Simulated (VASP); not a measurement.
# C (Fd-3m) in VASP: a series of runs, part 2 of 2

VASP 6.6.1. The steps go on from the part before.

## 4. Single point, PBE

INCAR reads:

```
SYSTEM = C
  ALGO = Normal
  EDIFF = 1E-7
  ENCUT = 520
  GGA = PE
  ISIF = 2
  ISMEAR = 0
  LASPH = .True.
  LCHARG = .False.
  LREAL = .False.
  LWAVE = .False.
  NELM = 100
  PREC = Accurate
  SIGMA = 0.02
```

KPOINTS reads:

```
k-points
0
Gamma
  16 16 16
  0 0 0
```

POSCAR reads:

```
C
1.0
    0.0000000000      1.7833700000      1.7833700000
    1.7833700000      0.0000000000      1.7833700000
    1.7833700000      1.7833700000      0.0000000000
C
2
Direct
    0.0000000000      0.0000000000      0.0000000000
    0.2500000000      0.2500000000      0.2500000000
```

Potentials or basis: VASP PAW PBE potentials, release 64 (C).

Launch:

```sh
cat potpaw_PBE.64/C/POTCAR > POTCAR
mpirun -np 1 vasp_std > vasp.out
```

OUTCAR:

```text
SYSTEM = C
   EDIFF = 1E-7
   ENCUT = 520
   GGA = PE
   ISIF = 2
   ISMEAR = 0
   LASPH = .True.
   LREAL = .False.
   NELM = 100
   PREC = Accurate

 ion  position               nearest neighbor table
   1  0.000  0.000  0.000-   2 1.54   2 1.54   2 1.54   2 1.54
   2  0.250  0.250  0.250-   1 1.54   1 1.54   1 1.54   1 1.54

  LATTYP: Found a face centered cubic cell.
 ALAT       =     3.5667400000

  Lattice vectors:

 A1 = (   0.0000000000,   1.7833700000,   1.7833700000)
 A2 = (   1.7833700000,   0.0000000000,   1.7833700000)
 A3 = (   1.7833700000,   1.7833700000,   0.0000000000)

Analysis of symmetry for initial positions (statically):
=====================================================================
 Subroutine PRICEL returns:
 Original cell was already a primitive cell.

 Routine SETGRP: Setting up the symmetry group for a
 face centered cubic supercell.

 Subroutine GETGRP returns: Found 48 space group operations
 (whereof 24 operations were pure point group operations)
 out of a pool of 48 trial point group operations.

The static configuration has the point symmetry T_d .
 The point group associated with its full space group is O_h .

Analysis of symmetry for dynamics (positions and initial velocities):
=====================================================================
 Subroutine PRICEL returns:
 Original cell was already a primitive cell.

 Routine SETGRP: Setting up the symmetry group for a
 face centered cubic supercell.

 Subroutine GETGRP returns: Found 48 space group operations
 (whereof 24 operations were pure point group operations)
 out of a pool of 48 trial point group operations.

The dynamic configuration has the point symmetry T_d .
 The point group associated with its full space group is O_h .

 Subroutine INISYM returns: Found 48 space group operations
 (whereof 24 operations are pure point group operations),
 and found     1 'primitive' translations

----------------------------------------------------------------------------------------

                                     Primitive cell

  volume of cell :      11.3437

  direct lattice vectors                    reciprocal lattice vectors
     0.000000000  1.783370000  1.783370000    -0.280368067  0.280368067  0.280368067
     1.783370000  0.000000000  1.783370000     0.280368067 -0.280368067  0.280368067
     1.783370000  1.783370000  0.000000000     0.280368067  0.280368067 -0.280368067

  length of vectors
     2.522066041  2.522066041  2.522066041     0.485611737  0.485611737  0.485611737

  position of ions in fractional coordinates (direct lattice)
     0.000000000  0.000000000  0.000000000
     0.250000000  0.250000000  0.250000000

  ion indices of the primitive-cell ions
   primitive index   ion index
                 1           1
                 2           2

----------------------------------------------------------------------------------------

 KPOINTS: k-points

Automatic generation of k-mesh.
 Grid dimensions read from file:
 generate k-points for:   16   16   16

 Generating k-lattice:

  Cartesian coordinates                     Fractional coordinates (reciprocal lattice)
    -0.017523004  0.017523004  0.017523004     0.062500000  0.000000000  0.000000000
     0.017523004 -0.017523004  0.017523004     0.000000000  0.062500000  0.000000000
     0.017523004  0.017523004 -0.017523004     0.000000000  0.000000000  0.062500000

  Length of vectors
     0.030350734  0.030350734  0.030350734

  Shift w.r.t. Gamma in fractional coordinates (k-lattice)
     0.000000000  0.000000000  0.000000000

 Subroutine IBZKPT returns following result:
 ===========================================

 Found    145 irreducible k-points:

 Following reciprocal coordinates:
            Coordinates               Weight
  0.000000  0.000000  0.000000      1.000000
  0.062500  0.000000  0.000000      8.000000
  0.125000  0.000000  0.000000      8.000000
  0.187500  0.000000  0.000000      8.000000
  0.250000  0.000000  0.000000      8.000000
  0.312500  0.000000  0.000000      8.000000
[... 16 lines left out ...]
 -0.125000  0.062500  0.000000     24.000000
 -0.062500  0.062500  0.000000     12.000000
 [... further k-points ...]
   k-points           NKPTS =    145   k-points in BZ     NKDIM =    145   number of bands    NBANDS=      8
   number of dos      NEDOS =    301   number of ions     NIONS =      2
   total plane-waves  NPLWV =   8000
   dimension x,y,z NGX =    20 NGY =   20 NGZ =   20
   dimension x,y,z NGXF=    40 NGYF=   40 NGZF=   40
   ions per type =               2
   NGX,Y,Z   is equivalent  to a cutoff of  13.18, 13.18, 13.18 a.u.
   NGXF,Y,Z  is equivalent  to a cutoff of  26.37, 26.37, 26.37 a.u.
 SYSTEM =  C
   PREC   = accura    normal or accurate (medium, high low for compatibility)
   ISTART =      0    job   : 0-new  1-cont  2-samecut
   ICHARG =      2    charge: 1-file 2-atom 10-const
   ISPIN  =      1    spin polarized calculation?
   LNONCOLLINEAR =      F non collinear calculations
   LSORBIT =      F    spin-orbit coupling
   LASPH  =      T    aspherical Exc in radial PAW
   ENCUT  =  520.0 eV  38.22 Ry    6.18 a.u.   4.69  4.69  4.69*2*pi/ulx,y,z
   NELM   =    100;   NELMIN=  2; NELMDL= -5     # of ELM steps
   EDIFF  = 0.1E-06   stopping-criterion for ELM
   LREAL  =      F    real-space projection
   EDIFFG = 0.1E-05   stopping-criterion for IOM
   NSW    =      0    number of steps for IOM
   IBRION =     -1    ionic relax: 0-MD 1-quasi-New 2-CG
   NFREE  =      0    steps in history (QN), initial steepest desc. (CG)
   ISIF   =      2    stress and relaxation
   ISYM   =      2    0-nonsym 1-usesym 2-fastsym
   POTIM  = 0.5000    time-step for ionic-motion
   TEBEG  =    0.0;   TEEND  =   0.0 temperature during run
   PSTRESS=    0.0 pullay stress
   NELECT =       8.0000    total number of electrons
   NUPDOWN=      -1.0000    fix difference up-down
   EMIN   =  10.00;   EMAX   =-10.00  energy-range for DOS
   EFERMI =   0.00;   METHOD = LEGACY
   ISMEAR =     0;   SIGMA  =   0.02  broadening in eV -4-tet -1-fermi 0-gaus
   EFERMI_NEDOS =   21; number of points for ismear=-14 and -15
   IALGO  =     38    algorithm
   IMIX   =      4    mixing-type and parameters
     AMIX     =   0.40;   BMIX     =  1.00
     AMIX_MAG =   1.60;   BMIX_MAG =  1.00
  volume/ion in A,a.u.               =       5.67        38.28
  Fermi-wavevector in a.u.,A,eV,Ry     =   1.457203  2.753714 28.891161  2.123440
  Thomas-Fermi vector in A             =   2.574032
   LORBIT       =      0    0 simple, 1 ext, 2 COOP (PROOUT), +10 PAW based schemes
   GGA     = PE    functional components
   LHFCALC =     F    Hartree Fock is set to
   AEXX    =    0.0000 exact exchange contribution
   IVDW    =     0    specifies the selected vdW correction
   LEPSILON=     F    determine dielectric tensor
   LRPA    =     F    only Hartree local field effects (RPA)
 non-spin polarized calculation
 Gauss-broadening in eV      SIGMA  =   0.02
  energy-cutoff  :      520.00
  volume of cell :       11.34
 maximum number of plane-waves:       316
   NGX =  9   NGY =  9   NGZ =  9

 number of electron       7.9999999 magnetization

 Free energy of the ion-electron system (eV)
  ---------------------------------------------------
  ext. energy  EPLUGINS =         0.00000000
  ---------------------------------------------------
  free energy    TOTEN  =       -18.18525028 eV

  energy without entropy =      -18.18525028  energy(sigma->0) =      -18.18525028

 E-fermi :   9.9314     XC(G=0): -13.2509

 val. band max:        9.7301020045   @ k =   0.0000   0.0000   0.0000
 cond. band min:      13.8624932314   @ k =   0.3750   0.3750   0.0000
 fundamental gap:      4.1323912268
 Fermi energy:         9.9313920112

 k-point     1 :       0.0000    0.0000    0.0000
  band No.  band energies     occupation
      1     -11.7473      2.00000
      2       9.7301      2.00000
      3       9.7301      2.00000
      4       9.7301      2.00000
      5      15.3199      0.00000
      6      15.3199      0.00000
      7      15.3199      0.00000
      8      23.0621      0.00000
[... 243 lines left out ...]
 k-point    24 :      -0.0625    0.0625    0.0000
  band No.  band energies     occupation
      1     -11.4588      2.00000
      2       8.3073      2.00000
      3       8.6580      2.00000
      4       9.5497      2.00000
      5      15.6123      0.00000
      6      16.1376      0.00000
      7      16.4303      0.00000
      8      23.2774      0.00000

 [... further k-points ...]
[... 5 lines left out ...]
  --------------------------------------------------------------------------------------
  -------------------------------------------------------------------------------------
  Total        0.1741119      0.1741119      0.1741119     -0.0000000     -0.0000000      0.0000000
  in kB       24.5914754     24.5914754     24.5914754     -0.0000000     -0.0000000      0.0000000
  external PRESSURE =      24.5914754 kB  Pullay stress =       0.0000000 kB

 VOLUME and BASIS-vectors are now :
 -----------------------------------------------------------------------------
  energy-cutoff  :      520.00
  volume of cell :       11.34
      direct lattice vectors                 reciprocal lattice vectors
     0.000000000  1.783370000  1.783370000    -0.280368067  0.280368067  0.280368067
     1.783370000  0.000000000  1.783370000     0.280368067 -0.280368067  0.280368067
     1.783370000  1.783370000  0.000000000     0.280368067  0.280368067 -0.280368067

 POSITION                                       TOTAL-FORCE (eV/Angst)
 -----------------------------------------------------------------------------------
      0.00000      0.00000      0.00000         0.000000     -0.000000     -0.000000
      0.89168      0.89168      0.89168        -0.000000      0.000000      0.000000
 -----------------------------------------------------------------------------------
    total drift:                                0.000000      0.000000      0.000000

  FREE ENERGIE OF THE ION-ELECTRON SYSTEM (eV)
  ---------------------------------------------------
  free  energy   TOTEN  =       -18.1852502824 eV

  energy  without entropy=      -18.1852502824  energy(sigma->0) =      -18.18525028
```

OSZICAR:

```text
N       E                     dE             d eps       ncg     rms          rms(c)
DAV:   1    -0.136632769019E+00   -0.13663E+00   -0.50883E+03  2416   0.992E+02
DAV:   2    -0.187111132785E+02   -0.18574E+02   -0.17864E+02  3664   0.111E+02
DAV:   3    -0.188239529478E+02   -0.11284E+00   -0.11284E+00  2528   0.115E+01
DAV:   4    -0.188240992025E+02   -0.14625E-03   -0.14625E-03  3272   0.441E-01
DAV:   5    -0.188240992611E+02   -0.58601E-07   -0.58601E-07  2464   0.589E-03    0.556E+00
DAV:   6    -0.183451115465E+02    0.47899E+00   -0.36692E-01  2400   0.484E+00    0.334E+00
DAV:   7    -0.181839462800E+02    0.16117E+00   -0.40513E-01  2776   0.520E+00    0.766E-01
DAV:   8    -0.181852209961E+02   -0.12747E-02   -0.18133E-03  2440   0.493E-01    0.465E-02
DAV:   9    -0.181852374268E+02   -0.16431E-04   -0.13059E-04  3384   0.101E-01    0.274E-02
DAV:  10    -0.181852504322E+02   -0.13005E-04   -0.13913E-05  2368   0.436E-02    0.623E-03
DAV:  11    -0.181852502869E+02    0.14528E-06   -0.41086E-08  3280   0.222E-03    0.140E-03
DAV:  12    -0.181852502824E+02    0.44990E-08   -0.10901E-08  1176   0.133E-03
   1 F= -.18185250E+02 E0= -.18185250E+02  d E =-.842284E-49
```

Run time: 15 s. Hardware: 1 thread of Intel Xeon Platinum 8259CL at 2.50GHz (Skylake/Cascade Lake), shared host; peak memory 0.12 GiB.

What came out:

| Quantity | Value |
| --- | --- |
| Free energy | -18.1853 eV |
| Pressure | 2.5 GPa |
| Band gap on the k mesh | 4.13 eV, indirect (least direct gap 5.59 eV) |

A k mesh can miss the band edges. Expect the measured gap to be larger: semilocal functionals such as PBE lack the derivative discontinuity.

## 5. Overview

```tsv
k mesh	gap on the mesh (eV)	pressure (GPa)
10 × 10 × 10	4.17	2.5
12 × 12 × 12	4.15	2.5
16 × 16 × 16	4.13	2.5
```

Alike in all rows: task single point; level PBE; potentials or basis VASP PAW PBE potentials, release 64 (C); no spin polarisation; cell as given; cutoff (eV) 520; smearing gaussian 0.02 eV.

On the cell as given the gap runs from 4.13 eV (PBE) to 4.17 eV (PBE); the meshes differ, which moves gaps too.

Total energies depend on the potentials used, so only differences within one code and one set of settings carry meaning.
